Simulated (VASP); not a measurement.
# K (Fm-3m) in VASP: notebook

The runs below take K through single point, with PBE.

Everything below comes from runs of VASP 6.6.1. Logs are shortened: lines on timing, memory, paths and dates and some standing lists are left out, and cuts for length are marked.

## (1) Starting point

It takes space group Fm-3m (No. 225, cubic). The conventional cell has a = 6.784 Å, b = 6.784 Å, c = 6.784 Å, α = 90.00°, β = 90.00°, γ = 90.00°.

This isn't the form of K at room conditions, which is bcc.

## (2) Single point, PBE

The input, INCAR:

```
SYSTEM = K
ADDGRID = .False. ; ALGO = Normal
EDIFF = 1E-6 ; ENCUT = 450
GGA = PE ; ISIF = 2
ISMEAR = 0 ; LASPH = .True.
LCHARG = .False. ; LREAL = .False.
LWAVE = .False. ; NELM = 100
PREC = Accurate ; SIGMA = 0.4
```

The input, KPOINTS:

```
k-points
0
Gamma
  11 11 11
  0 0 0
```

The input, POSCAR:

```
K
1.0
    0.0000000000      3.3918728180      3.3918728180
    3.3918728180      0.0000000000      3.3918728180
    3.3918728180      3.3918728180      0.0000000000
K
1
Direct
    0.0000000000      0.0000000000      0.0000000000
```

Potentials or basis: VASP PAW PBE potentials, release 64 (K_sv).

Launch:

```
$ cat potpaw_PBE.64/K_sv/POTCAR > POTCAR
$ mpirun -np 1 vasp_std > vasp.out
```

OUTCAR:

```text
SYSTEM = K
   EDIFF = 1E-6
   ENCUT = 450
   GGA = PE
   ISIF = 2
   ISMEAR = 0
   LASPH = .True.
   LREAL = .False.
   NELM = 100
   PREC = Accurate

 Found     56 irreducible k-points:

 Following reciprocal coordinates:
            Coordinates               Weight
  0.000000  0.000000  0.000000      1.000000
  0.090909  0.000000  0.000000      8.000000
  0.181818  0.000000  0.000000      8.000000
  0.272727  0.000000  0.000000      8.000000
  0.363636  0.000000  0.000000      8.000000
  0.454545  0.000000  0.000000      8.000000
   k-points           NKPTS =     56   k-points in BZ     NKDIM =     56   number of bands    NBANDS=      8
   number of dos      NEDOS =    301   number of ions     NIONS =      1
   total plane-waves  NPLWV =  46656
   dimension x,y,z NGX =    36 NGY =   36 NGZ =   36
   dimension x,y,z NGXF=    72 NGYF=   72 NGZF=   72
   ions per type =               1
   NGX,Y,Z   is equivalent  to a cutoff of  12.48, 12.48, 12.48 a.u.
   NGXF,Y,Z  is equivalent  to a cutoff of  24.95, 24.95, 24.95 a.u.
 SYSTEM =  K
   PREC   = accura    normal or accurate (medium, high low for compatibility)
   ISTART =      0    job   : 0-new  1-cont  2-samecut
   ICHARG =      2    charge: 1-file 2-atom 10-const
   ISPIN  =      1    spin polarized calculation?
   LNONCOLLINEAR =      F non collinear calculations
   LSORBIT =      F    spin-orbit coupling
   LASPH  =      T    aspherical Exc in radial PAW
   ENCUT  =  450.0 eV  33.07 Ry    5.75 a.u.   8.30  8.30  8.30*2*pi/ulx,y,z
   NELM   =    100;   NELMIN=  2; NELMDL= -5     # of ELM steps
   EDIFF  = 0.1E-05   stopping-criterion for ELM
   LREAL  =      F    real-space projection
   EDIFFG = 0.1E-04   stopping-criterion for IOM
   NSW    =      0    number of steps for IOM
   IBRION =     -1    ionic relax: 0-MD 1-quasi-New 2-CG
   NFREE  =      0    steps in history (QN), initial steepest desc. (CG)
   ISIF   =      2    stress and relaxation
   ISYM   =      2    0-nonsym 1-usesym 2-fastsym
   POTIM  = 0.5000    time-step for ionic-motion
   TEBEG  =    0.0;   TEEND  =   0.0 temperature during run
   PSTRESS=    0.0 pullay stress
   NELECT =       9.0000    total number of electrons
   NUPDOWN=      -1.0000    fix difference up-down
   EMIN   =  10.00;   EMAX   =-10.00  energy-range for DOS
   EFERMI =   0.00;   METHOD = LEGACY
   ISMEAR =     0;   SIGMA  =   0.40  broadening in eV -4-tet -1-fermi 0-gaus
   EFERMI_NEDOS =   21; number of points for ismear=-14 and -15
   IALGO  =     38    algorithm
   IMIX   =      4    mixing-type and parameters
     AMIX     =   0.40;   BMIX     =  1.00
     AMIX_MAG =   1.60;   BMIX_MAG =  1.00
  volume/ion in A,a.u.               =      78.05       526.68
  Fermi-wavevector in a.u.,A,eV,Ry     =   0.796843  1.505815  8.639139  0.634959
  Thomas-Fermi vector in A             =   1.903445
   LORBIT       =      0    0 simple, 1 ext, 2 COOP (PROOUT), +10 PAW based schemes
   GGA     = PE    functional components
   LHFCALC =     F    Hartree Fock is set to
   AEXX    =    0.0000 exact exchange contribution
   IVDW    =     0    specifies the selected vdW correction
   LEPSILON=     F    determine dielectric tensor
   LRPA    =     F    only Hartree local field effects (RPA)
 non-spin polarized calculation
 Gauss-broadening in eV      SIGMA  =   0.40
  energy-cutoff  :      450.00
  volume of cell :       78.05
 maximum number of plane-waves:      1715
 NGX is ok and might be reduce to    36
   NGX = 17   NGY = 17   NGZ = 17

 number of electron       9.0000002 magnetization

 Free energy of the ion-electron system (eV)
  ---------------------------------------------------
  ext. energy  EPLUGINS =         0.00000000
  ---------------------------------------------------
  free energy    TOTEN  =        -1.07701090 eV

  energy without entropy =       -1.01290657  energy(sigma->0) =       -1.04495873

 E-fermi :  -0.2497     XC(G=0):  -5.5094

 val. band max:       -0.2786091997   @ k =  -0.2727   0.2727   0.0000
 cond. band min:      -0.2221944468   @ k =   0.4545   0.0000   0.0000
 fundamental gap:      0.0564147528
 Fermi energy:        -0.2497008816

 k-point     1 :       0.0000    0.0000    0.0000
  band No.  band energies     occupation
      1     -32.4096      2.00000
      2     -15.8632      2.00000
      3     -15.8632      2.00000
      4     -15.8632      2.00000
      5      -2.3196      2.00000
      6       3.9069      0.00000
      7       3.9069      0.00000
      8       3.9069      0.00000

 k-point     2 :       0.0909    0.0000    0.0000
  band No.  band energies     occupation
      1     -32.4094      2.00000
      2     -15.8675      2.00000
      3     -15.8638      2.00000
      4     -15.8638      2.00000
      5      -2.2271      2.00000
      6       3.6371      0.00000
      7       3.9417      0.00000
      8       3.9417      0.00000

 k-point     3 :       0.1818    0.0000    0.0000
  band No.  band energies     occupation
      1     -32.4088      2.00000
      2     -15.8790      2.00000
      3     -15.8654      2.00000
      4     -15.8654      2.00000
      5      -1.9536      2.00000
      6       3.0166      0.00000
      7       3.9907      0.00000
      8       3.9907      0.00000

 k-point     4 :       0.2727    0.0000    0.0000
  band No.  band energies     occupation
      1     -32.4081      2.00000
      2     -15.8939      2.00000
      3     -15.8675      2.00000
      4     -15.8675      2.00000
      5      -1.5120      1.99999
      6       2.2505      0.00000
      7       3.9300      0.00000
      8       3.9300      0.00000

 k-point     5 :       0.3636    0.0000    0.0000
  band No.  band energies     occupation
      1     -32.4073      2.00000
      2     -15.9075      2.00000
      3     -15.8695      2.00000
      4     -15.8695      2.00000
      5      -0.9234      1.98277
      6       1.4248      0.00000
      7       3.7987      0.00000
      8       3.7987      0.00000

 k-point     6 :       0.4545    0.0000    0.0000
  band No.  band energies     occupation
      1     -32.4069      2.00000
      2     -15.9156      2.00000
      3     -15.8706      2.00000
      4     -15.8706      2.00000
      5      -0.2222      0.92253
      6       0.5991      0.00269
      7       3.7104      0.00000
      8       3.7104      0.00000

 [... further k-points ...]
[... 5 lines left out ...]
  --------------------------------------------------------------------------------------
  -------------------------------------------------------------------------------------
  Total       -0.0717299     -0.0717299     -0.0717299     -0.0000000     -0.0000000      0.0000000
  in kB       -1.4725229     -1.4725229     -1.4725229     -0.0000000     -0.0000000      0.0000000
  external PRESSURE =      -1.4725229 kB  Pullay stress =       0.0000000 kB

 VOLUME and BASIS-vectors are now :
 -----------------------------------------------------------------------------
  energy-cutoff  :      450.00
  volume of cell :       78.05
      direct lattice vectors                 reciprocal lattice vectors
     0.000000000  3.391872818  3.391872818    -0.147411188  0.147411188  0.147411188
     3.391872818  0.000000000  3.391872818     0.147411188 -0.147411188  0.147411188
     3.391872818  3.391872818  0.000000000     0.147411188  0.147411188 -0.147411188

 POSITION                                       TOTAL-FORCE (eV/Angst)
 -----------------------------------------------------------------------------------
      0.00000      0.00000      0.00000         0.000000      0.000000     -0.000000
 -----------------------------------------------------------------------------------
    total drift:                               -0.000000      0.000000      0.000000

  FREE ENERGIE OF THE ION-ELECTRON SYSTEM (eV)
  ---------------------------------------------------
  free  energy   TOTEN  =        -1.0770108951 eV

  energy  without entropy=       -1.0129065731  energy(sigma->0) =       -1.04495873
```

Run time: 20 s. Hardware: 1 thread of Intel Xeon Platinum 8488C (Sapphire Rapids), shared host; peak memory 0.2 GiB.

The run converged, but some of its settings lie outside the range that counts as converged, so its numbers aren't taken as properties of the crystal.

Results:

```yaml
Free_energy: -1.0770 eV
Pressure: -0.1 GPa
Band_gap_on_the_k_mesh: none (metal or under the smearing width)
```

## (3) Single point, PBE

INCAR: that of step 2 with these lines changed.

```diff
@@ -7,2 +7,2 @@
 LWAVE = .False. ; NELM = 100
-PREC = Accurate ; SIGMA = 0.4
+PREC = Accurate ; SIGMA = 0.2
```

KPOINTS is that of step 2.

POSCAR is that of step 2.

Potentials or basis: VASP PAW PBE potentials, release 64 (K_sv).

Launch:

```
$ cat potpaw_PBE.64/K_sv/POTCAR > POTCAR
$ mpirun -np 1 vasp_std > vasp.out
```

OUTCAR:

```text
SYSTEM = K
   EDIFF = 1E-6
   ENCUT = 450
   GGA = PE
   ISIF = 2
   ISMEAR = 0
   LASPH = .True.
   LREAL = .False.
   NELM = 100
   PREC = Accurate

 Found     56 irreducible k-points:

 Following reciprocal coordinates:
            Coordinates               Weight
  0.000000  0.000000  0.000000      1.000000
  0.090909  0.000000  0.000000      8.000000
  0.181818  0.000000  0.000000      8.000000
  0.272727  0.000000  0.000000      8.000000
  0.363636  0.000000  0.000000      8.000000
  0.454545  0.000000  0.000000      8.000000
   k-points           NKPTS =     56   k-points in BZ     NKDIM =     56   number of bands    NBANDS=      8
   number of dos      NEDOS =    301   number of ions     NIONS =      1
   total plane-waves  NPLWV =  46656
   dimension x,y,z NGX =    36 NGY =   36 NGZ =   36
   dimension x,y,z NGXF=    72 NGYF=   72 NGZF=   72
   ions per type =               1
   NGX,Y,Z   is equivalent  to a cutoff of  12.48, 12.48, 12.48 a.u.
   NGXF,Y,Z  is equivalent  to a cutoff of  24.95, 24.95, 24.95 a.u.
 SYSTEM =  K
   PREC   = accura    normal or accurate (medium, high low for compatibility)
   ISTART =      0    job   : 0-new  1-cont  2-samecut
   ICHARG =      2    charge: 1-file 2-atom 10-const
   ISPIN  =      1    spin polarized calculation?
   LNONCOLLINEAR =      F non collinear calculations
   LSORBIT =      F    spin-orbit coupling
   LASPH  =      T    aspherical Exc in radial PAW
   ENCUT  =  450.0 eV  33.07 Ry    5.75 a.u.   8.30  8.30  8.30*2*pi/ulx,y,z
   NELM   =    100;   NELMIN=  2; NELMDL= -5     # of ELM steps
   EDIFF  = 0.1E-05   stopping-criterion for ELM
   LREAL  =      F    real-space projection
   EDIFFG = 0.1E-04   stopping-criterion for IOM
   NSW    =      0    number of steps for IOM
   IBRION =     -1    ionic relax: 0-MD 1-quasi-New 2-CG
   NFREE  =      0    steps in history (QN), initial steepest desc. (CG)
   ISIF   =      2    stress and relaxation
   ISYM   =      2    0-nonsym 1-usesym 2-fastsym
   POTIM  = 0.5000    time-step for ionic-motion
   TEBEG  =    0.0;   TEEND  =   0.0 temperature during run
   PSTRESS=    0.0 pullay stress
   NELECT =       9.0000    total number of electrons
   NUPDOWN=      -1.0000    fix difference up-down
   EMIN   =  10.00;   EMAX   =-10.00  energy-range for DOS
   EFERMI =   0.00;   METHOD = LEGACY
   ISMEAR =     0;   SIGMA  =   0.20  broadening in eV -4-tet -1-fermi 0-gaus
   EFERMI_NEDOS =   21; number of points for ismear=-14 and -15
   IALGO  =     38    algorithm
   IMIX   =      4    mixing-type and parameters
     AMIX     =   0.40;   BMIX     =  1.00
     AMIX_MAG =   1.60;   BMIX_MAG =  1.00
  volume/ion in A,a.u.               =      78.05       526.68
  Fermi-wavevector in a.u.,A,eV,Ry     =   0.796843  1.505815  8.639139  0.634959
  Thomas-Fermi vector in A             =   1.903445
   LORBIT       =      0    0 simple, 1 ext, 2 COOP (PROOUT), +10 PAW based schemes
   GGA     = PE    functional components
   LHFCALC =     F    Hartree Fock is set to
   AEXX    =    0.0000 exact exchange contribution
   IVDW    =     0    specifies the selected vdW correction
   LEPSILON=     F    determine dielectric tensor
   LRPA    =     F    only Hartree local field effects (RPA)
 non-spin polarized calculation
 Gauss-broadening in eV      SIGMA  =   0.20
  energy-cutoff  :      450.00
  volume of cell :       78.05
 maximum number of plane-waves:      1715
 NGX is ok and might be reduce to    36
   NGX = 17   NGY = 17   NGZ = 17

 number of electron       9.0000002 magnetization

 Free energy of the ion-electron system (eV)
  ---------------------------------------------------
  ext. energy  EPLUGINS =         0.00000000
  ---------------------------------------------------
  free energy    TOTEN  =        -1.05261815 eV

  energy without entropy =       -1.03589015  energy(sigma->0) =       -1.04425415

 E-fermi :  -0.2302     XC(G=0):  -5.5096

 val. band max:       -0.2788142841   @ k =  -0.2727   0.2727   0.0000
 cond. band min:      -0.2224113449   @ k =   0.4545   0.0000   0.0000
 fundamental gap:      0.0564029392
 Fermi energy:        -0.2302155281

 k-point     1 :       0.0000    0.0000    0.0000
  band No.  band energies     occupation
      1     -32.4108      2.00000
      2     -15.8643      2.00000
      3     -15.8643      2.00000
      4     -15.8643      2.00000
      5      -2.3198      2.00000
      6       3.9064      0.00000
      7       3.9064      0.00000
      8       3.9064      0.00000

 k-point     2 :       0.0909    0.0000    0.0000
  band No.  band energies     occupation
      1     -32.4106      2.00000
      2     -15.8686      2.00000
      3     -15.8649      2.00000
      4     -15.8649      2.00000
      5      -2.2273      2.00000
      6       3.6366      0.00000
      7       3.9412      0.00000
      8       3.9412      0.00000

 k-point     3 :       0.1818    0.0000    0.0000
  band No.  band energies     occupation
      1     -32.4100      2.00000
      2     -15.8801      2.00000
      3     -15.8665      2.00000
      4     -15.8665      2.00000
      5      -1.9538      2.00000
      6       3.0162      0.00000
      7       3.9902      0.00000
      8       3.9902      0.00000

 k-point     4 :       0.2727    0.0000    0.0000
  band No.  band energies     occupation
      1     -32.4092      2.00000
      2     -15.8950      2.00000
      3     -15.8686      2.00000
      4     -15.8686      2.00000
      5      -1.5122      2.00000
      6       2.2502      0.00000
      7       3.9295      0.00000
      8       3.9295      0.00000

 k-point     5 :       0.3636    0.0000    0.0000
  band No.  band energies     occupation
      1     -32.4085      2.00000
      2     -15.9086      2.00000
      3     -15.8705      2.00000
      4     -15.8705      2.00000
      5      -0.9236      2.00000
      6       1.4246      0.00000
      7       3.7982      0.00000
      8       3.7982      0.00000

 k-point     6 :       0.4545    0.0000    0.0000
  band No.  band energies     occupation
      1     -32.4081      2.00000
      2     -15.9167      2.00000
      3     -15.8717      2.00000
      4     -15.8717      2.00000
      5      -0.2224      0.95599
      6       0.5989      0.00000
      7       3.7100      0.00000
      8       3.7100      0.00000

 [... further k-points ...]
[... 5 lines left out ...]
  --------------------------------------------------------------------------------------
  -------------------------------------------------------------------------------------
  Total       -0.0827047     -0.0827047     -0.0827047      0.0000000     -0.0000000      0.0000000
  in kB       -1.6978220     -1.6978220     -1.6978220      0.0000000     -0.0000000      0.0000000
  external PRESSURE =      -1.6978220 kB  Pullay stress =       0.0000000 kB

 VOLUME and BASIS-vectors are now :
 -----------------------------------------------------------------------------
  energy-cutoff  :      450.00
  volume of cell :       78.05
      direct lattice vectors                 reciprocal lattice vectors
     0.000000000  3.391872818  3.391872818    -0.147411188  0.147411188  0.147411188
     3.391872818  0.000000000  3.391872818     0.147411188 -0.147411188  0.147411188
     3.391872818  3.391872818  0.000000000     0.147411188  0.147411188 -0.147411188

 POSITION                                       TOTAL-FORCE (eV/Angst)
 -----------------------------------------------------------------------------------
      0.00000      0.00000      0.00000         0.000000      0.000000      0.000000
 -----------------------------------------------------------------------------------
    total drift:                               -0.000000     -0.000000      0.000000

  FREE ENERGIE OF THE ION-ELECTRON SYSTEM (eV)
  ---------------------------------------------------
  free  energy   TOTEN  =        -1.0526181539 eV

  energy  without entropy=       -1.0358901459  energy(sigma->0) =       -1.04425415
```

OSZICAR:

```text
N       E                     dE             d eps       ncg     rms          rms(c)
DAV:   1     0.414093646729E+02    0.41409E+02   -0.33987E+03   896   0.762E+02
DAV:   2     0.141938703135E+00   -0.41267E+02   -0.41027E+02   904   0.201E+02
DAV:   3    -0.102945762626E+01   -0.11714E+01   -0.11683E+01  1464   0.320E+01
DAV:   4    -0.105170599119E+01   -0.22248E-01   -0.22140E-01  1360   0.326E+00
DAV:   5    -0.105195505605E+01   -0.24906E-03   -0.24904E-03  1488   0.250E-01    0.187E+00
DAV:   6    -0.105219097139E+01   -0.23592E-03   -0.12141E-03  1456   0.259E-01    0.115E+00
DAV:   7    -0.105254558680E+01   -0.35462E-03   -0.25926E-03  1392   0.378E-01    0.509E-02
DAV:   8    -0.105260905032E+01   -0.63464E-04   -0.11865E-04  1384   0.148E-01    0.167E-02
DAV:   9    -0.105261907962E+01   -0.10029E-04   -0.11682E-05  1344   0.279E-02    0.619E-03
DAV:  10    -0.105261815389E+01    0.92572E-06   -0.20914E-06  1408   0.137E-02
   1 F= -.10526182E+01 E0= -.10442541E+01  d E =-.167280E-01
```

Wall time 18 s (1 thread of Intel Xeon Platinum 8488C (Sapphire Rapids), shared host); peak memory 0.2 GiB.

These settings aren't checked as converged: the numbers below hold their error.

What came out:

- Free energy: -1.0526 eV
- Pressure: -0.2 GPa
- Band gap on the k mesh: none (metal or under the smearing width)

(Part 1 of 2 ends here.)
